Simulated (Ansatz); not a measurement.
SiO₂: do energies and stresses tell the same story?

Theory: DFT LDA, scalar-relativistic, plane waves, PAW in Ansatz.

Settings: cutoff 420 eV, Γ-centred mesh 6×6×6 on the computed 12-atom cell, Gaussian smearing of 0.02 eV; no spin polarisation.

Relaxed cell: Fddd, a = 4.694 Å, b = 9.397 Å, c = 14.684 Å, α = 90.00°, β = 90.00°, γ = 90.00°, 12 atoms in the primitive cell. This form isn't the usual stable structure of the compound.

Energies at zero smearing and pressures from the stress tensor, at volumes with shape and atoms relaxed:
| V (Å³/atom) | E − E(first) (meV/atom) | P (GPa) |
| --- | --- | --- |
| 11.876 | 0.00 | 18.15 |
| 12.281 | -39.18 | 12.96 |
| 12.686 | -65.75 | 8.21 |
| 13.091 | -80.97 | 3.90 |
| 13.495 | -85.80 | -0.01 |
| 13.900 | -81.24 | -3.54 |
| 14.305 | -68.19 | -6.74 |
| 14.845 | -38.99 | -10.52 |

Problem. Check P = −dE/dV between neighbouring volumes, and get the bulk modulus from the pressures alone.

Solution. With 1 eV/Å³ = 160.2 GPa:
```tsv
middle V (Å³/atom)	−ΔE/ΔV (GPa)	mean P (GPa)
12.078	15.503	15.554
12.483	10.518	10.583
12.888	6.020	6.056
13.293	1.912	1.948
13.698	-1.804	-1.775
14.103	-5.163	-5.142
14.575	-8.668	-8.631
```

The two differ by 0.07 GPa at most. The mean of two end pressures misses the average over a step by about ΔV² P″/12, up to 0.04 GPa here; with that taken off 0.03 GPa remains, from the finite cutoff, the mesh or the relaxation's tolerance. Around V = 13.495 Å³/atom, the two neighbours give B = −V ΔP/ΔV = 13.495 × 7.45 / 0.810 = 124.1 GPa, against B0 = 123.8 GPa from the Birch–Murnaghan fit of the energies.